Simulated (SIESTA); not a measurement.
CdS (Hawleyite): elastic constants with RPBE

CdS (Hawleyite):

```
Cd S
1.0
     0.00004    3.01616    3.01616
     3.01616    0.00004    3.01616
     3.01616    3.01616    0.00004
Cd S
1 1
Direct
  0.00000 0.00000 0.00000
  0.75000 0.75000 0.75000
```

The cell isn't the ideal one: cell relaxed.

- Program: SIESTA 5.4.2
- Task: elastic constants
- Functional: RPBE
- Potentials or basis: PseudoDojo 0.4 standard (PBE files)
- Basis: SZP (energy shift 0.002 Ry)
- Grid cutoff: 800 Ry
- Energy shift: 0.002 Ry
- k mesh: 6 × 6 × 6
- Occupations: fermi-dirac, width 0.05 eV
- Spin: no spin polarisation
- force tolerance: 0.005 eV/Å
- Hamiltonian tolerance: 0.0001 eV
- density-matrix tolerance: 1e-05
- split norm: 0.1

```
Voigt bulk modulus : 97 GPa
```

Elastic tensor in Voigt notation (GPa, in the Cartesian axes of the cell as first typed):
```
 81 122  46 -15   0  -2
122 199 107  -8   7   5
 46 107  44 -18  -3  -5
-15  -8 -18  26   1   1
  0   7  -3   1  25   0
 -2   5  -5   1   0  22
```

All runs of the series together: 4.5 min on 1 thread of Arm Neoverse V2, with other jobs on the host.

Caveat: the elastic tensor has a negative eigenvalue, so either the cell is unstable as it stands or the mesh is too thin; the potentials were made for another functional, which shifts forces and pressure; the basis of atomic orbitals isn't converged, which shifts pressures, moduli and gaps.
